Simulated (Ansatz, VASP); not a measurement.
# GaAs: VASP beside Ansatz

Aim: how closely do two programs agree when they are given the same cell, functional and k mesh? The two relaxations start from unlike cells of this crystal (the structure described is Ansatz's start), so only their ends are compared.

Program: Ansatz 0.2.0. Level of theory: plane waves, with VASP 6.6.1 beside it; relaxation of cell and atoms at BLYP. Results are calculated unless marked as measured.

## Step 1: Starting point

It takes space group F-43m (No. 216, cubic). Conventional cell: a = 5.654 Å, b = 5.654 Å, c = 5.654 Å, α = 90.00°, β = 90.00°, γ = 90.00°. Ga has 4 As at 2.45 Å nearest. Nearest to As lie 4 Ga at 2.45 Å. Farther neighbours are not listed.

## Step 2: VASP: relaxation of cell and atoms, BLYP

The relaxed volume is the usual yardstick between codes: in a stiff, nearly cubic crystal its relative difference is about their pressure difference at one cell divided by the bulk modulus.

Lines of VASP's logs that name or quote its potential files are left out, and so is its time.

INCAR

```
SYSTEM = GaAs
PREC = Accurate
ENCUT = 500
EDIFF = 1E-07
NELM = 120
ISMEAR = 0
SIGMA = 0.02
LREAL = .FALSE.
ALGO = Normal
GGA = B5
ALDAX = 1
AGGAX = 1
AGGAC = 1
ALDAC = 0
NBANDS = 15
LORBIT = 11
LWAVE = .FALSE.
LCHARG = .FALSE.
ISIF = 3
IBRION = 2
NSW = 80
EDIFFG = -0.005
LASPH = .TRUE.
GGA_COMPAT = .FALSE.
NELMIN = 4
```

POSCAR

```
GaAs
1.0
    0.0000000000      2.9331709944      2.9331709944
    2.9331709944      0.0000000000      2.9331709944
    2.9331709944      2.9331709944      0.0000000000
Ga As
1 1
Direct
    0.0000000000      0.0000000000      0.0000000000
    0.2500000000      0.2500000000      0.2500000000
```

KPOINTS

```
Automatic mesh
0
Gamma
10 10 10
0 0 0
```

PAW data sets: Ga_d and As (PBE family, release 64).

The run is started by

```sh
> mpirun -np 1 vasp_std
```

Numbers of over 12 decimals in the logs are rounded to 6 here.

What it wrote:

```text
[banner, memory and clock lines left out]
running    1 mpi-ranks, on    1 nodes
 distrk:  each k-point on    1 cores,    1 groups
 distr:  one band on    1 cores,    1 groups

 POSCAR found type information on POSCAR GaAs
 POSCAR found :  2 types and       2 ions
|                                                                             |
|               ----> ADVICE to this user running VASP <----                  |
|                                                                             |
|     You enforced a specific xc type in the INCAR file but a different       |
|     [... a line on the potential file left out ...]
|     I HOPE YOU KNOW WHAT YOU ARE DOING!                                     |
|                                                                             |

 LDA part: xc-table for (Slater(with rela. corr.)+VWN5), standard interpolation
 POSCAR, INCAR and KPOINTS ok, starting setup
 FFT: planning ... GRIDC
 FFT: planning ... GRID_SOFT
 FFT: planning ... GRID
 WAVECAR not read
 entering main loop
       N       E                     dE             d eps       ncg     rms          rms(c)
DAV:   1     0.837090933863E+02    0.83709E+02   -0.88688E+03  1448   0.156E+03
DAV:   2    -0.362650246405E+00   -0.84072E+02   -0.80530E+02  1592   0.311E+02
DAV:   3    -0.709363325490E+01   -0.67310E+01   -0.67074E+01  1683   0.699E+01
DAV:   4    -0.720604412019E+01   -0.11241E+00   -0.11237E+00  1780   0.102E+01
DAV:   5    -0.720774484840E+01   -0.17007E-02   -0.17007E-02  1726   0.110E+00    0.261E+00
DAV:   6    -0.703597987113E+01    0.17176E+00   -0.30482E-01  2192   0.831E+00    0.151E+00
DAV:   7    -0.701807963593E+01    0.17900E-01   -0.65460E-02  1677   0.162E+00    0.581E-01
DAV:   8    -0.701771446493E+01    0.36517E-03   -0.98636E-03  1746   0.112E+00    0.832E-02
DAV:   9    -0.701787768492E+01   -0.16322E-03   -0.95290E-04  1655   0.437E-01    0.502E-02
DAV:  10    -0.701791225293E+01   -0.34568E-04   -0.57033E-05  1984   0.710E-02    0.282E-02
DAV:  11    -0.701793388859E+01   -0.21636E-04   -0.21219E-05  1578   0.507E-02    0.187E-03
DAV:  12    -0.701793399261E+01   -0.10402E-06   -0.61342E-07  1893   0.124E-02    0.811E-04
DAV:  13    -0.701793414425E+01   -0.15163E-06   -0.12323E-07  1460   0.270E-03    0.288E-04
DAV:  14    -0.701793413771E+01    0.65347E-08   -0.35522E-09  1076   0.645E-04
   1 F= -.70179341E+01 E0= -.70179187E+01  d E =-.701793E+01
 curvature:   0.00 expect dE= 0.000E+00 dE for cont linesearch  0.000E+00
 trial: gam= 0.00000 g(F)=  0.605E-45 g(S)=  0.166E-04 ort = 0.000E+00 (trialstep = 0.100E+01)
 search vector abs. value=  0.166E-04
 bond charge predicted
       N       E                     dE             d eps       ncg     rms          rms(c)
DAV:   1    -0.701813045497E+01   -0.19631E-03   -0.23897E-03  1767   0.844E-01    0.776E-02
DAV:   2    -0.701798536821E+01    0.14509E-03   -0.25020E-04  1774   0.314E-01    0.358E-02
DAV:   3    -0.701794863621E+01    0.36732E-04   -0.43917E-05  1837   0.114E-01    0.759E-03
DAV:   4    -0.701794514550E+01    0.34907E-05   -0.38498E-06  1579   0.255E-02    0.285E-03
DAV:   5    -0.701794438972E+01    0.75578E-06   -0.37915E-07  1620   0.833E-03    0.475E-04
DAV:   6    -0.701794437145E+01    0.18275E-07   -0.18523E-08   873   0.179E-03
   2 F= -.70179444E+01 E0= -.70179289E+01  d E =-.102337E-04
 trial-energy change:   -0.000010  1 .order   -0.000007   -0.000017    0.000003
 step:   0.9157(harm=  0.8318)  dis= 0.00000  next Energy=    -7.017945 (dE=-0.104E-04)
 reached required accuracy - stopping structural energy minimisation
```

From OUTCAR (step 2):

```text
ion  position               nearest neighbor table
   1  0.000  0.000  0.000-   2 2.54   2 2.54   2 2.54   2 2.54
   2  0.250  0.250  0.250-   1 2.54   1 2.54   1 2.54   1 2.54

  LATTYP: Found a face centered cubic cell.
 ALAT       =     5.8663419888

 Subroutine GETGRP returns: Found 24 space group operations
 (whereof 24 operations were pure point group operations)

The static configuration has the point symmetry T_d .

 Found     47 irreducible k-points:

   k-points           NKPTS =     47   k-points in BZ     NKDIM =     47   number of bands    NBANDS=     15

   dimension x,y,z NGX =    30 NGY =   30 NGZ =   30
   dimension x,y,z NGXF=    60 NGYF=   60 NGZF=   60

   ENCUT  =  500.0 eV  36.75 Ry    6.06 a.u.   7.56  7.56  7.56*2*pi/ulx,y,z

   NELECT =      18.0000    total number of electrons

 k-points in reciprocal lattice and weights: Automatic mesh
   0.00000000  0.00000000  0.00000000       0.001
   0.10000000  0.00000000  0.00000000       0.008
   0.20000000  0.00000000  0.00000000       0.008
   0.30000000  0.00000000  0.00000000       0.008
   0.40000000  0.00000000  0.00000000       0.008
   0.50000000  0.00000000  0.00000000       0.004
   0.10000000  0.10000000  0.00000000       0.006
   0.20000000  0.10000000  0.00000000       0.024
   0.30000000  0.10000000  0.00000000       0.024
[...]
-0.30000000  0.40000000  0.20000000       0.024
  -0.30000000  0.50000000  0.20000000       0.012

 average (electrostatic) potential at core
       1 -66.9020       2 -51.0617

 E-fermi :   3.3560

 k-point     1 :       0.0000    0.0000    0.0000
  band No.  band energies     occupation
    ...
      6      -8.6496      2.00000
      7       2.9278      2.00000
      8       3.3499      1.33334
      9       3.3499      1.33334
     10       3.3499      1.33332
     11       7.0622      0.00000
     12       7.0622      0.00000
     13       7.0622      0.00000
     14      10.8129      0.00000
     15      13.3449      0.00000

 k-point     2 :       0.1000    0.0000    0.0000
  band No.  band energies     occupation
    ...
      5     -11.3052      2.00000
      6      -8.5515      2.00000
      7       1.6261      2.00000
      8       3.2191      2.00000
      9       3.2191      2.00000
     10       4.2355      0.00000
     11       7.2373      0.00000
     12       7.2622      0.00000
     13       7.2622      0.00000
     14      11.3841      0.00000
    ...

 k-point     3 :       0.2000    0.0000    0.0000
  band No.  band energies     occupation
    ...
      5     -11.3051      2.00000
      6      -8.2706      2.00000
      7       0.0922      2.00000
      8       2.9299      2.00000
      9       2.9299      2.00000
     10       4.4827      0.00000
     11       7.6728      0.00000
     12       7.6728      0.00000
     13       8.1332      0.00000
     14      12.2772      0.00000
    ...

  Total       -0.0030611     -0.0030611     -0.0030611      0.0000000      0.0000000     -0.0000000
  in kB       -0.0970653     -0.0970653     -0.0970653      0.0000000      0.0000000     -0.0000000
  external PRESSURE =      -0.0970653 kB  Pullay stress =       0.0000000 kB

  energy-cutoff  :      500.00
  volume of cell :       50.53
      direct lattice vectors                 reciprocal lattice vectors
     0.000000000  2.934242337  2.934242337    -0.170401740  0.170401740  0.170401740
     2.934242337  0.000000000  2.934242337     0.170401740 -0.170401740  0.170401740
     2.934242337  2.934242337  0.000000000     0.170401740  0.170401740 -0.170401740

 POSITION                                       TOTAL-FORCE (eV/Angst)
 -----------------------------------------------------------------------------------
      0.00000      0.00000      0.00000         0.000000     -0.000000     -0.000000
      1.46712      1.46712      1.46712        -0.000000      0.000000      0.000000
 -----------------------------------------------------------------------------------
    total drift:                               -0.000000     -0.000000     -0.000000

  FREE ENERGIE OF THE ION-ELECTRON SYSTEM (eV)
  ---------------------------------------------------
  free  energy   TOTEN  =        -7.0179443714 eV

  energy  without entropy=       -7.0179135190  energy(sigma->0) =       -7.01792895

 reached required accuracy - stopping structural energy minimisation

 total charge
# of ion       s       p       d       tot
------------------------------------------
    1        0.903   0.695   9.977  11.575
    2        1.235   1.535   0.024   2.794
--------------------------------------------------
tot          2.138   2.230  10.001  14.370

[... 3 further parts left out ...]
```

CONTCAR:

```
GaAs
   1.00000000000000
     0.0000000000000000    2.9342423371752746    2.9342423371752746
     2.9342423371752746    0.0000000000000000    2.9342423371752746
     2.9342423371752746    2.9342423371752746    0.0000000000000000
  Ga              As
     1     1
Direct
     0.0000000000000000    0.0000000000000000    0.0000000000000000
     0.2500000000000000    0.2500000000000000    0.2500000000000000
```

The PAW data sets were made with PBE, which is usual practice but a small mismatch for other functionals. The run keeps the 24 symmetry operations of its start, so it cannot find a distortion of lower symmetry.

## Step 3: Ansatz: relaxation of cell and atoms, BLYP

Ansatz runs on its default PAW (the set named soft_2) files.

Its own start cell and the same functional (in two slightly different forms), mesh and smearing now go to Ansatz.

input.yaml

```yaml
crystal:
  lattice:
    - [0.0, 2.82685, 2.82685]
    - [2.82685, 0.0, 2.82685]
    - [2.82685, 2.82685, 0.0]
  atoms:
    - { symbol: Ga, position: [0.0, 0.0, 0.0] }
    - { symbol: As, position: [0.25, 0.25, 0.25] }
kpoints:
  mp_grid: { grid: [10, 10, 10] }
hamiltonian:
  xc: blyp
scf:
  occupations: { method: gaussian, width: 0.02 }
output:
  forces: true
  stress: true
  eigenvalues: true
basis:
  ecutwfc: 420.0
relax:
  adjacent_minimum: "off"
  f_tol: 0.005
  max_steps: 60
  cell: { stress_tol: 0.03 }
```

The run is started by

```sh
> ansatz run input.yaml --threads 4 --pin off --max-ram 8192MiB --backend cpu --events-out ev --progress --plain --runs-dir out
```

What it wrote:

```text
Engine: ansatz 0.2.0, aarch64-unknown-linux-gnu
Pseudopotentials: kind: paw
Pseudopotential: Ga, paw, valence charge 13, recommended cutoff 420 eV (normal), Ga.paw.azcp
Pseudopotential: As, paw, valence charge 15, recommended cutoff 420 eV (normal), As.paw.azcp
Functional definition: BLYP
  parameter beta = 0.0042
  parameter a = 0.04918
  parameter b = 0.132
  parameter c = 0.2533
  parameter d = 0.349
  exchange = b88_x(beta = beta)
  correlation = lyp_c(a = a, b = b, c = c, d = d)
Crystal: 2 atoms, lattice volume = 45.179 Å³
Basis set: ecut = 420 eV, 893 PW (Γ), exchange–correlation on 54×54×54 points (8 copies of the dense FFT grid, shifted against one another)
Bands: 18, of which v1, the nominal top of the filled ones, is band 14 counted from 1 (13 counted from 0)
Symmetry: 24 space group operations
Space group: F-43m (ITA 216), of the structure as read, at distance tolerance 3.6e-5 Å
k-points: 47 of 1000 (time reversal used)
Non-local potential: Ga, projectors of the file, l = 0: 2, l = 1: 2, l = 2: 3, l = 3: 1
Non-local potential: As, projectors of the file, l = 0: 2, l = 1: 2, l = 2: 3, l = 3: 1
PAW form: soft (Blöchl's): semilocal exchange-correlation on the pseudo side does not see the compensation charge
PAW frozen core: Ga, regenerated for the run's functional, and the local potential with it (the file was generated under x = pbe(κ = 0.804, μ = 0.219515), c = pbe(β = 0.066725))
PAW frozen core: As, regenerated for the run's functional, and the local potential with it (the file was generated under x = pbe(κ = 0.804, μ = 0.219515), c = pbe(β = 0.066725))
PAW one-centre angular grid: Ga, 590 points (default); XC on 64 Gauss nodes
PAW one-centre angular grid: As, 590 points (default); XC on 64 Gauss nodes
Initial density: superposition of atomic densities (neutral atoms: chi_scale 0, normalization atom), corrected by the library's trained network
Initial wavefunctions: pseudopotential atomic-orbital guess
Functional: x = b88, c = lyp
SCF iter   1: F=—  HF=-8660.299247 eV  |F-HF|=—  |Δ(HF+E_count)|=         —  Δρ=5.01e-3  dr2=9.13e-3  ethr=1.77e-3  ⟨swp⟩=6.0  Hψ=3984  notcnv=0
preconditioner: auto → none  [insulator: Δε(μ)=0.349 eV  Ē_g=15.633 eV  σ=0.020 eV  W_gap=1.00  n_scr=14 (ndim 8)  ℏωp=23.4 eV  f_vac=0.086  D(μ)=0.00/eV (n_scr^D=0)  ε∞_Penn≈3.2]
SCF iter   2: F=—  HF=-8660.295875 eV  |F-HF|=—  |Δ(HF+E_count)|=   3.37e-3  Δρ=2.58e-3  dr2=1.22e-3  ethr=3.26e-5  ⟨swp⟩=2.6  Hψ=1722  notcnv=0
SCF iter   3: F=—  HF=-8660.295657 eV  |F-HF|=—  |Δ(HF+E_count)|=   2.18e-4  Δρ=6.63e-4  dr2=1.50e-4  ethr=4.36e-6  ⟨swp⟩=2.0  Hψ=1692  notcnv=0
SCF iter   4: F=—  HF=-8660.295483 eV  |F-HF|=—  |Δ(HF+E_count)|=   1.74e-4  Δρ=2.07e-4  dr2=1.04e-5  ethr=5.37e-7  ⟨swp⟩=2.0  Hψ=1504  notcnv=0
SCF iter   5: F=—  HF=-8660.295481 eV  |F-HF|=—  |Δ(HF+E_count)|=   1.25e-6  Δρ=6.14e-5  dr2=2.21e-6  ethr=3.70e-8  ⟨swp⟩=2.0  Hψ=1504  notcnv=0
SCF iter   6: F=—  HF=-8660.295481 eV  |F-HF|=—  |Δ(HF+E_count)|=   7.08e-7  Δρ=2.94e-5  dr2=1.81e-7  ethr=7.89e-9  ⟨swp⟩=2.0  Hψ=1504  notcnv=0
SCF iter   7: F=-8660.295480 eV  HF=-8660.295480 eV  |F-HF|=4.40e-10  |Δ(HF+E_count)|=   1.67e-7  Δρ=3.64e-6  dr2=2.32e-9  ethr=3.57e-10  ⟨swp⟩=5.0  Hψ=3821  notcnv=0
SCF 1 converged in 7 iterations: F = -8660.295480 eV  dr2 = 2.32e-9
  greatest PAW one-centre occupation: 0.999 electrons in one spin orbital (limit 2), on the As atom at site 1 (counted from 0), in its partial waves of l = 2
relax step   1: F+E_penalty+E_count = -8660.29548045 eV  Δ(F+E_penalty+E_count) = +0.000e0 eV  max|allowed force component| = 1.214e-16 eV/Å  Δτ_max = 0.0000 Å  P = +6.834 GPa  Ω = 45.179 Å³  (7 SCF iters, dr2 threshold 1.00e-7 eV, accepted)
[...]
relax step   2: F+E_penalty+E_count = -8660.38678161 eV  Δ(F+E_penalty+E_count) = -9.130e-2 eV  max|allowed force component| = 4.452e-17 eV/Å  Δτ_max = 0.0000 Å  P = +1.480 GPa  Ω = 48.900 Å³  energy of the carried Pulay correction = -7.218e-4 eV  (6 SCF iters, dr2 threshold 2.00e-7 eV, accepted)
[...]
relax step   3: F+E_penalty+E_count = -8660.39258032 eV  Δ(F+E_penalty+E_count) = -5.799e-3 eV  max|allowed force component| = 4.684e-17 eV/Å  Δτ_max = 0.0000 Å  P = +0.237 GPa  Ω = 50.039 Å³  energy of the carried Pulay correction = -9.316e-4 eV  (5 SCF iters, dr2 threshold 2.00e-7 eV, accepted)
[...]
relax step   4: F+E_penalty+E_count = -8660.39271199 eV  Δ(F+E_penalty+E_count) = -1.317e-4 eV  max|allowed force component| = 3.643e-17 eV/Å  Δτ_max = 0.0000 Å  P = +0.011 GPa  Ω = 50.262 Å³  energy of the carried Pulay correction = -9.720e-4 eV  (4 SCF iters, dr2 threshold 1.40e-7 eV, accepted)
[...]
relax step   5: F+E_penalty+E_count = -8660.39383000 eV  Δ(F+E_penalty+E_count) = -1.118e-3 eV  max|allowed force component| = 4.568e-17 eV/Å  Δτ_max = 0.0000 Å  P = +0.027 GPa  Ω = 50.262 Å³  stress off target by 2.68e-2 GPa  SCF on the basis re-selected at this cell (its energy is not comparable with the rows above)  (7 SCF iters)
basis re-selected at this cell: Δ(F+E_penalty+E_count) = -1.118e-3 eV, ΔP = +0.015 GPa vs the last step (what re-selecting the basis moved, of the pressure what is left beyond the Pulay correction that the steps carried, after the strain that the cell walked since its last selection, with what the two solves' SCF thresholds leave and, on support functions, any second-order correction that the steps lacked; it is no measure of the basis error at this ecutwfc). The dense FFT grid was sized anew with the basis: this SCF ran on 30×30×30 points, the steps before it on 27×27×27, so part of this shift can come from that change (see relax.cell in the input reference). [rest of the remark cut]
SCF converged after 7 iterations
Free energy (F): -8660.393830 eV
Harris-Foulkes:  -8660.393830 eV  (|F-HF|=5.46e-12)
Internal energy: -8660.393799 eV  (E = F + TS)
E sigma→0 (E₀):  -8660.393815 eV
Entropy (-TS):   -0.000031 eV (-0.015 meV/atom)
Fermi energy:    7.206560 eV
--- Per-component energies (eV) ---
  E_band       = -335.702071
  E_kinetic    = 218.342124
  E_local      = -4066.986153  (includes V_loc(G=0)·N_el)
  E_nonlocal   = -252.992134
  E_hartree    = 2038.398094
  E_xc         = -145.472471
  E_vxc        = -132.846669  (∫ρ·V_xc dr)
  E_paw        = -3847.393546  (= ΣΔE_a)
  E_vpaw       = -178.015313  (= ΣTr[D̂ρ^β])
  E_aug_tail   = -0.000103  (compensation charges beyond the density's cutoff)
  E_ewald      = -2604.501366
  E_core_change = 0.211756  (= ΣΔE_core)
  E_smearing   = -0.000031  (= −TS)
  E_closure    = -0.000000  (closes the sum)
  Σ components = -8660.393830   (vs F -8660.393830, Δ=0.00e0)
--- Forces (eV/Å), atoms counted from 1 ---
  atom   1  Ga     0.00000000    -0.00000000    -0.00000000
  atom   2  As    -0.00000000     0.00000000    -0.00000000
  max |Σ_I F_I| component: 7.52e-17 eV/Å
--- Stress (GPa, compression-positive) ---
        0.026848      -0.000000      -0.000000
       -0.000000       0.026848       0.000000
       -0.000000       0.000000       0.026848
  P = ⅓ Tr σ = 0.0268 GPa (0.268 kbar)
--- Band table (eV; the first three rows and the last of 47) ---
  k-point 0: bands = [... 10 lower, -4.8482, 6.7738, 7.2005, 7.2005, 7.2005, 10.9307, 10.9307, 10.9307]
  k-point 1: bands = [... 10 lower, -4.7497, 5.4697, 7.0694, 7.0694, 8.0881, 11.1037, 11.1313, 11.1313]
  k-point 2: bands = [... 10 lower, -4.4679, 3.9315, 6.7796, 6.7796, 8.3365, 11.5430, 11.5430, 11.9993]
  k-point 46: bands = [... 10 lower, -2.8032, 0.9454, 4.2662, 4.4361, 10.8814, 11.1599, 13.2008, 13.7593]
--- Relaxed structure (4 steps of the walk, 4 accepted, 1 SCFs on fresh bases) ---
  F+E_penalty+E_count = -8660.39383000 eV   max|allowed force component| = 4.568e-17 eV/Å   (the final SCF, on the basis selected at the relaxed cell)
  cell:  # Å, volume = 50.2622 Å³
    - [0, 2.929121, 2.929121]
    - [2.929121, 0, 2.929121]
    - [2.929121, 2.929121, 0]
  atoms:
    - { symbol: Ga, position: [0, 0, 0] }
    - { symbol: As, position: [0.25, 0.25, 0.25] }
```

## Step 4: Comparison

Known differences besides the potentials themselves: the data sets hold 28 valence electrons in Ansatz (on its default PAW (the set named soft_2) files) and 18 in VASP; the cutoff is 420 eV in Ansatz and 500 eV in VASP; Ansatz makes its cores anew for this functional, VASP keeps those of its PBE data sets; VASP's log shows a relativistic correction to its local exchange, Ansatz's none; Ansatz adds a Pulay correction to the stress that steers its cell, VASP none. Total energies have different zeros and are not compared.

The two programs side by side:

| quantity | Ansatz | VASP | difference |
| --- | --- | --- | --- |
| volume (Å³) | 50.26 | 50.53 | -0.52 % |
| edge a after relaxation, in the typed setting (Å) | 4.142 | 4.150 | -0.17 % |

## Step 5: Summary of results

```
difference in volume (relaxation of cell and atoms, BLYP) : -0.52 %
```

In words: The difference in volume is -0.52 % (relaxation of cell and atoms, BLYP), within the 1.2 % picked in this series as the mark of a large difference, as far as the stopping tolerances let one tell. The data sets hold unlike numbers of valence electrons (28 in Ansatz and 18 in VASP), so part of the differences comes from the potentials. 1 further run of this series is not shown here. Such differences can come from data sets, numerical settings and the points named under the comparisons, not from the functional's error against experiment.

[Lines on the potential files, build, host, timing and source positions are cut from VASP's logs without a mark.]

[Logs are printed without paths, hosts, clocks, repeated set-up lines and the standing remarks that a program may print on its own settings, such as how far it seeks lower states.]

[Hosts, paths, dates, database ids (printed as entryN), source tags and the programs' standing remarks are cut or masked in the printed files.]
